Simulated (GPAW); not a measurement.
# CdSe (Cadmoselite) (P6_3mc) in GPAW: settings compared, part 2 of 2

GPAW 26.7.0. The steps go on from the part before.

## Step 4: Band structure, LDA

Input file run.py:

```python
from ase.dft.bandgap import bandgap
from ase.io import read, write
from ase.units import GPa
from gpaw import GPAW, PW, setup_paths

setup_paths.insert(0, '.')

atoms = read('CdSe.xyz')

calc = GPAW(mode=PW(600),
            xc='LDA',
            kpts={'size': (5, 5, 3), 'gamma': True},
            occupations={'name': 'fermi-dirac', 'width': 0.05},
            nbands=31,
            convergence={'density': 1e-05, 'energy': 1e-05},
            maxiter=150,
            txt='gpaw.txt')
atoms.calc = calc
energy = atoms.get_potential_energy()
forces = atoms.get_forces()
stress = atoms.get_stress()
calc.write('gs.gpw')
write('result.traj', atoms)
print(f'Energy: {energy:.6f} eV')
print('Forces (eV/A):')
print(forces.round(4))
print('Stress (GPa):', (stress / GPa).round(3))
print('Fermi level:', round(calc.get_fermi_level(), 4), 'eV')
print(f'Gap: {bandgap(calc)[0]:.4f} eV, direct: {bandgap(calc, direct=True)[0]:.4f} eV')

path = atoms.cell.bandpath('GMKGALHA,LM,KH', npoints=60, eps=1e-4)
bs_calc = calc.fixed_density(kpts=path, symmetry='off', nbands=52,
                             convergence={'bands': 'CBM+6.0', 'eigenstates': 1e-6}, txt='bands.txt')
bs = bs_calc.band_structure()
bs.write('bs.json')
print(f'Gap on the path: {bandgap(bs_calc)[0]:.4f} eV')
```

Input file CdSe.xyz:

```xyz
4
Lattice="4.3000000000 0.0000000000 0.0000000000 -2.1500000000 3.7239092363 0.0000000000 0.0000000000 0.0000000000 7.0200000000" Properties=species:S:1:pos:R:3 pbc="T T T"
Cd     2.1500000002      1.2413030786      3.5100000000
Cd    -0.0000000002      2.4826061577      0.0000000000
Se     2.1500000002      1.2413030786      6.2127000000
Se    -0.0000000002      2.4826061577      2.7027000000
```

Potentials or basis: PAW data sets generated in the run's folder for this functional, pw.

Run with:

```console
gpaw-setup -f LDA Cd Se
OMP_NUM_THREADS=1 python run.py
```

gpaw.txt:

```text
__  _  _
 | _ |_)|_||  |
 |__||  | ||/\| - 26.7.0

Input parameters:
  mode=PW(ecut=600.0),
  convergence={'density': 1e-05, 'energy': 1e-05},
  kpts=MonkhorstPack(size=(5, 5, 3), gamma=True),
  maxiter=150,
  nbands=31,
  occupations=Occupations(name='fermi-dirac', width=0.05),
  xc=XC(name='LDA')

Diagonalizing LCAO Hamiltonian
Converting LCAO to pw mode

            Se

        Se  Cd

        Cd

Atoms  # Å, Bohr magnetons
|   | symbol |         x |        y |        z |    initial magnetic moments |
|---|--------|-----------|----------|----------|-----------------------------|
| 0 |     Cd |  2.150000 | 1.241303 | 3.510000 | ( 0.0000,  0.0000,  0.0000) |
| 1 |     Cd | -0.000000 | 2.482606 | 0.000000 | ( 0.0000,  0.0000,  0.0000) |
| 2 |     Se |  2.150000 | 1.241303 | 6.212700 | ( 0.0000,  0.0000,  0.0000) |
| 3 |     Se | -0.000000 | 2.482606 | 2.702700 | ( 0.0000,  0.0000,  0.0000) |

Unit cell  # Å
| periodic |         x |        y |        z |  lengths |     angles |
|----------|-----------|----------|----------|----------|------------|
|      yes |  4.300000 | 0.000000 | 0.000000 | 4.300000 |  90.000000 |
|      yes | -2.150000 | 3.723909 | 0.000000 | 4.300000 |  90.000000 |
|      yes |  0.000000 | 0.000000 | 7.020000 | 7.020000 | 120.000000 |

Number of symmetries: 6
Symmetry operations  # r_c * U_cc + t_c -> r_c
|   | kind |            matrix            |
|---|------|------------------------------|
| 0 |  σ   |  1, 1, 0,  0,-1, 0,  0, 0, 1 |
| 1 |  E   |  1, 0, 0,  0, 1, 0,  0, 0, 1 |
| 2 |  C3  |  0, 1, 0, -1,-1, 0,  0, 0, 1 |
| 3 |  σ   |  0,-1, 0, -1, 0, 0,  0, 0, 1 |
| 4 |  σ   | -1, 0, 0,  1, 1, 0,  0, 0, 1 |
| 5 |  C3  | -1,-1, 0,  1, 0, 0,  0, 0, 1 |

BZ-sampling:
  Number of BZ points: 75
  Number of IBZ points: 12

  Monkhorst-Pack size: [5, 5, 3]
  Monkhorst-Pack shift: [0, 0, 0]

K-points  # in reciprocal-cell coordinates
|     |                                coordinates |     weight |
|-----|--------------------------------------------|------------|
|   0 | (  0.00000000,   0.00000000,   0.00000000) | 0.01333333 |
|   1 | (  0.00000000,   0.00000000,   0.33333333) | 0.02666667 |
|   2 | (  0.20000000,   0.00000000,  -0.33333333) | 0.08000000 |
|   3 | (  0.20000000,   0.00000000,   0.00000000) | 0.08000000 |
|   4 | (  0.20000000,   0.00000000,   0.33333333) | 0.08000000 |
|   5 | (  0.40000000,  -0.20000000,   0.00000000) | 0.08000000 |
|   6 | (  0.40000000,  -0.20000000,   0.33333333) | 0.16000000 |
|   7 | (  0.40000000,   0.00000000,  -0.33333333) | 0.08000000 |
|   8 | (  0.40000000,   0.00000000,   0.00000000) | 0.08000000 |
|   9 | (  0.40000000,   0.00000000,   0.33333333) | 0.08000000 |
| ... |                                            |            |
|  11 | (  0.40000000,   0.40000000,   0.33333333) | 0.16000000 |

[... 65 lines left out ...]
    |   4s |  2.000 |     -17.472 |    0.847 |
    |   4p |  4.000 |      -6.656 |    1.005 |
    |    s |        |       9.739 |    0.847 |
    |    p |        |      20.555 |    1.005 |
    |    d |        |       0.000 |    0.847 |

    Using partial waves for Se as LCAO basis

Reference energy: -436106.280573  # eV

eigensolver:
  PPCG
  Converge bands: occupied
  niter=2

density mixing:
  MSR1-Mixer
  Pratt-step length: 0.05
  Maximum mixing coefficient: 0.75
  Old densities: 10
  SVD Regularization: 0.005
  Good broyden scale: 1.0
  Trust region scale: 1.0
  Backstep threshold: 4.0
  History deletion threshold: 6.0
  Fourier metric: weight=20.0, sigma=0.015

occupation numbers:
  Fermi-Dirac:
    width: 0.0500  # eV

poisson solver:
  ecut: 4800.0  # eV

xc functional:
  name: None

convergence criteria:
- Maximum integral of absolute [dens]ity change: 1e-05 electrons / valence electron
- Maximum [total energy] change in last 3 cyles: 1e-05 eV / valence electron
- Maximum integral of absolute [eigenst]ate change: 4e-08 eV^2 / valence electron
maximum number of iterations: 150

SCF iterations
|iter     | |      energy | eigst |  dens |
|---------|-|-------------|-------|-------|
|iter:   1| |  -14.583687 | -0.50 |       |
|iter:   2| |  -14.436724 | -2.51 | -1.20 |
|iter:   3| |  -13.896159 | -1.55 | -1.24 |
|iter:   4| |  -13.885219 | -3.45 | -1.80 |
|iter:   5| |  -13.882907 | -3.78 | -2.27 |
|iter:   6| |  -13.882888 | -5.30 | -3.00 |
|iter:   7| |  -13.882890c| -6.45 | -3.59 |
|iter:   8| |  -13.882889c| -7.12 | -4.11 |
|iter:   9| |  -13.882889c| -7.79c| -5.01c|

Converged in 9 steps
Energy contributions relative to reference atoms: (reference = -436106.280573)

Energy contributions:
  Kinetic:          31.648866
  Coulomb:         -28.741490
  Zero:              0.102875
  External:          0.000000
  Xc:              -16.892964
  Entropy:          -0.000353
  Spinorbit:         0.000000
  ----------------------------
  Free energy:     -13.883065
  Extrapolated:    -13.882889

dipole moment: (0.000008, 0.000009, -18.484580)  # |e|*Ang

Fermi level: 3.558
Eigenvalues  # (at kpt = [0.000, 0.000, 0.000])
| band index |      eig [eV] | occ [0-2] |
|------------|---------------|-----------|
|          0 |        -9.357 |     2.000 |
|        ... |               |           |
|         10 |        -4.145 |     2.000 |
|         11 |        -3.870 |     2.000 |
|         12 |        -1.017 |     2.000 |
|         13 |         2.585 |     2.000 |
|         14 |         2.585 |     2.000 |
|         15 |         3.304 |     1.988 |
[... 8 lines left out ...]
|         24 |        10.178 |     0.000 |
|         25 |        10.780 |     0.000 |
|        ... |               |           |
|         30 |        14.136 |     0.000 |

Gap: 0.420 eV
Transition (v -> c):
  (s=0, k=0, n=17, [0.00, 0.00, 0.00]) -> (s=0, k=0, n=18, [0.00, 0.00, 0.00])
No difference between direct/indirect transitions

Forces  # eV/Ang
|        x |       y |        z |
|----------|---------|----------|
| -0.00000 | 0.00000 |  0.25545 |  # Cd   0
| -0.00000 | 0.00000 |  0.25595 |  # Cd   1
|  0.00000 | 0.00000 | -0.25570 |  # Se   2
|  0.00000 | 0.00000 | -0.25587 |  # Se   3

Stress tensor  # eV/Ang^3
|         x |        y |         z |
|-----------|----------|-----------|
|  0.008816 | 0.000000 | -0.000000 |
|  0.000000 | 0.008816 |  0.000000 |
| -0.000000 | 0.000000 |  0.018923 |

# Writing to gs.gpw (mode='')
```

bands.txt:

```text
Diagonalizing LCAO Hamiltonian
Converting LCAO to pw mode
convergence criteria:
- Maximum integral of absolute [eigenst]ate change: 1e-06 eV^2 / valence electron
maximum number of iterations: 150

SCF iterations
|iter     | |      energy | eigst |  dens |
|---------|-|-------------|-------|-------|
|iter:   1| |             | +0.87 |       |
[... 67 lines left out ...]
         [0.5       , 0.        , 0.2       ],
         [0.5       , 0.        , 0.1       ],
         [0.5       , 0.        , 0.        ],
         [0.33333333, 0.33333333, 0.        ],
         [0.33333333, 0.33333333, 0.125     ],
         [0.33333333, 0.33333333, 0.25      ],
         [0.33333333, 0.33333333, 0.375     ],
         [0.33333333, 0.33333333, 0.5       ]])),
  maxiter=150,
  nbands=52,
  occupations=Occupations(name='fermi-dirac', width=0.05),
  symmetry=Symmetry(point_group=False, time_reversal=False),
  xc=XC(name='LDA')
```

It took 76 s on 1 thread of INTEL XEON PLATINUM 8581C at 2.30GHz (Emerald Rapids), shared host; peak memory 0.47 GiB.

Results:

- Free energy: -13.8831 eV
- Pressure: -2.0 GPa
- Largest force: 0.256 eV/Å
- Band gap on the k mesh: 0.42 eV, direct
- Band gap along the path: 0.42 eV, direct

Forces on the atoms (eV/Å):
```
Cd   0.000  0.000  0.255
Cd   0.000  0.000  0.256
Se   0.000  0.000 -0.256
Se   0.000  0.000 -0.256
```

Levels at the corners of the path, in eV from the valence-band top:
| point | band 15 | band 16 | band 17 | band 18 | band 19 | band 20 | band 21 | band 22 |
| --- | --- | --- | --- | --- | --- | --- | --- | --- |
| Γ | -0.74 | -0.02 | 0.00 | 0.00 | 0.42 | 1.89 | 5.72 | 5.72 |
| M | -2.63 | -1.90 | -1.28 | -0.86 | 3.03 | 3.12 | 4.64 | 5.96 |
| K | -3.15 | -1.84 | -1.84 | -1.83 | 4.20 | 4.64 | 4.64 | 6.87 |
| Γ | -0.74 | -0.02 | 0.00 | 0.00 | 0.42 | 1.89 | 5.72 | 5.72 |
| A | -0.38 | -0.38 | -0.38 | -0.38 | 2.11 | 2.11 | 5.62 | 5.62 |
| L | -1.42 | -1.42 | -1.33 | -1.33 | 2.77 | 2.77 | 4.63 | 4.63 |
| H | -2.55 | -2.55 | -1.08 | -1.08 | 3.61 | 3.61 | 5.72 | 5.72 |
| A | -0.38 | -0.38 | -0.38 | -0.38 | 2.11 | 2.11 | 5.62 | 5.62 |
| L | -1.42 | -1.42 | -1.33 | -1.33 | 2.77 | 2.77 | 4.63 | 4.63 |
| M | -2.63 | -1.90 | -1.28 | -0.86 | 3.03 | 3.12 | 4.64 | 5.96 |
| K | -3.15 | -1.84 | -1.84 | -1.83 | 4.20 | 4.64 | 4.64 | 6.87 |
| H | -2.55 | -2.55 | -1.08 | -1.08 | 3.61 | 3.61 | 5.72 | 5.72 |

## Step 5: Band structure, PBE, spin-orbit coupling, no magnetisation

run.py, as its differences from that of step 4:

```diff
@@ -1 +1,2 @@
+import numpy as np
 from ase.dft.bandgap import bandgap
@@ -3,10 +4,9 @@
 from ase.units import GPa
-from gpaw import GPAW, PW, setup_paths
+from gpaw import GPAW, PW
+from gpaw.spinorbit import soc_eigenstates
 
-setup_paths.insert(0, '.')
-
-atoms = read('CdSe.xyz')
+atoms = read('CdSe.cif')
 
 calc = GPAW(mode=PW(600),
-            xc='LDA',
+            xc='PBE',
             kpts={'size': (5, 5, 3), 'gamma': True},
@@ -30,3 +30,3 @@
 
-path = atoms.cell.bandpath('GMKGALHA,LM,KH', npoints=60, eps=1e-4)
+path = atoms.cell.bandpath('GMKGALHA,LM,KH', npoints=100, eps=1e-4)
 bs_calc = calc.fixed_density(kpts=path, symmetry='off', nbands=52,
@@ -36 +36,7 @@
 print(f'Gap on the path: {bandgap(bs_calc)[0]:.4f} eV')
+
+soc = soc_eigenstates(bs_calc, theta=54.7, phi=45)
+np.savetxt('soc_bands.dat', soc.eigenvalues(), fmt='%.4f')
+mesh = soc_eigenstates('gs.gpw', theta=54.7, phi=45)
+np.savetxt('soc_mesh.dat', mesh.eigenvalues(), fmt='%.4f')
+print('Fermi level with spin-orbit coupling:', round(mesh.fermi_level, 4), 'eV')
```

Input file CdSe.cif:

```cif
data_CdSe
_cell_length_a 4.30000000
_cell_length_b 4.30000000
_cell_length_c 7.02000000
_cell_angle_alpha 90.00000000
_cell_angle_beta 90.00000000
_cell_angle_gamma 120.00000000
_space_group_name_H-M_alt 'P1'
_space_group_name_Hall 'P 1'
_space_group_IT_number 1
loop_
_space_group_symop_operation_xyz
'x,y,z'
loop_
_atom_site_label
_atom_site_type_symbol
_atom_site_symmetry_multiplicity
_atom_site_Wyckoff_symbol
_atom_site_fract_x
_atom_site_fract_y
_atom_site_fract_z
_atom_site_occupancy
Cd1 Cd 1 a 0.6666666667 0.3333333333 0.5000000000 1
Cd2 Cd 1 a 0.3333333333 0.6666666667 0.0000000000 1
Se1 Se 1 a 0.6666666667 0.3333333333 0.8850000000 1
Se2 Se 1 a 0.3333333333 0.6666666667 0.3850000000 1
```

Potentials or basis: GPAW PAW data sets (gpaw-data 1.2.1), pw.

Run with:

```console
OMP_NUM_THREADS=1 python run.py
```

Wall time 1.8 min (1 thread of INTEL XEON PLATINUM 8581C at 2.30GHz (Emerald Rapids), shared host); peak memory 0.69 GiB.

It converged, with:

```yaml
Free_energy: -11.2993 eV
Pressure: 2.8 GPa
Largest_force: 0.285 eV/Å
Band_gap_on_the_k_mesh: 0.57 eV, direct
Band_gap_along_the_path: 0.57 eV, direct
```

Forces in eV/Å, atoms in the order of the input:
```
Cd   0.000  0.000  0.285
Cd   0.000  0.000  0.285
Se   0.000  0.000 -0.285
Se   0.000  0.000 -0.285
```

Stress tensor (GPa, compression positive):
```
3.51 0.00 0.00
0.00 3.51 0.00
0.00 0.00 1.45
```

Levels at the corners of the path, in eV from the valence-band top:
```
point  band 32  band 33  band 34  band 35  band 36  band 37  band 38  band 39  band 40  band 41
    Γ    -0.38     0.00     0.00     0.00     0.00     0.57     0.57     1.98     1.98     5.50
    M    -2.00    -1.40    -1.40    -0.94    -0.94     3.08     3.08     3.19     3.19     4.67
    K    -2.01    -1.96    -1.92    -1.81    -1.81     4.26     4.26     4.50     4.68     4.73
    Γ    -0.38     0.00     0.00     0.00     0.00     0.57     0.57     1.98     1.98     5.50
    A    -0.62    -0.38    -0.38    -0.38    -0.38     2.20     2.20     2.20     2.20     5.66
    L    -1.57    -1.38    -1.38    -1.38    -1.38     2.86     2.86     2.86     2.86     4.65
    H    -2.58    -1.22    -1.22    -1.16    -1.16     3.63     3.63     3.69     3.69     5.73
    A    -0.62    -0.38    -0.38    -0.38    -0.38     2.20     2.20     2.20     2.20     5.66
    L    -1.57    -1.38    -1.38    -1.38    -1.38     2.86     2.86     2.86     2.86     4.65
    M    -2.00    -1.40    -1.40    -0.94    -0.94     3.08     3.08     3.19     3.19     4.67
    K    -2.01    -1.96    -1.92    -1.81    -1.81     4.26     4.26     4.50     4.68     4.73
    H    -2.58    -1.22    -1.22    -1.16    -1.16     3.63     3.63     3.69     3.69     5.73
```

Caveat: spin-orbit coupling was added after a scalar SCF, so levels and gaps hold it while energy, forces, pressure and moments don't; this program's spin-orbit splittings come out too wide for heavy elements.

## Step 6: Against experiment

Step 4. Against the measured gap of CdSe, 1.841 eV (2 K; a printed reference work, data compilation), the calculated 0.42 eV is off by -1.42 eV. So large a miss can be the level of theory's own, or it may mean another phase, state or a wrong row. Spin-orbit coupling on Cd, Se is left out. The value is that of LDA, without temperature or zero-point motion. Semilocal functionals fall short of measured gaps as a rule.

Step 5. Measured gap of CdSe: 1.841 eV (2 K; a printed reference work, data compilation). This calculation gives 0.57 eV (-1.27 eV). So large a miss can be the level of theory's own, or it may mean another phase, state or a wrong row. The value is that of PBE, without temperature or zero-point motion. Semilocal functionals fall short of measured gaps as a rule.
